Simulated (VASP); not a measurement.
**Results of a VASP single-point calculation on RbBr (strained zincblende)**

POSCAR

```
Rb Br
 1.0000000000000000
     0.0000000000000000    4.0242767392000003    4.0242767392000003
     4.0242767392000003    0.0000000000000000    4.0242767392000003
     4.0242767392000003    4.0242767392000003    0.0000000000000000
 Rb  Br
   1   1
Cartesian
  0.0000000000000000  0.0000000000000000  0.0000000000000000
  2.0121383695999997  2.0121383695999997  2.0121383695999997
```

The gap between bands v and c is 3.91 eV and the least direct gap is 3.95 eV.

Band v is the last that the valence electrons fill when counted band by band, and c is the next. Levels in eV from the top of v:

```json
{"point": "Γ", "v−1": "-0.04", "v": "-0.04", "c": "3.91", "c+1": "7.95"}
{"point": "X", "v−1": "0.00", "v": "0.00", "c": "5.80", "c+1": "6.57"}
{"point": "K", "v−1": "-0.07", "v": "0.00", "c": "5.93", "c+1": "6.60"}
{"point": "L", "v−1": "-0.02", "v": "-0.02", "c": "5.92", "c+1": "6.23"}
{"point": "W", "v−1": "-0.11", "v": "0.00", "c": "5.94", "c+1": "6.56"}
```

Q: Which of these levels of theory gave these results?
A. HSE06
B. PBE0
C. PBE with spin–orbit coupling
D. PBEsol
E. PBE
F. r²SCAN
G. LDA

A: E.

The INCAR was:

```
LREAL = .FALSE.
LASPH = .TRUE.
LCHARG = .FALSE.
EDIFF = 1E-7
SIGMA = 0.02
ENCUT = 520
NSW = 0
GGA = PE
LWAVE = .FALSE.
PREC = Accurate
ISIF = 2
NBANDS = 15
ISMEAR = -1
IBRION = -1
NELM = 120
```
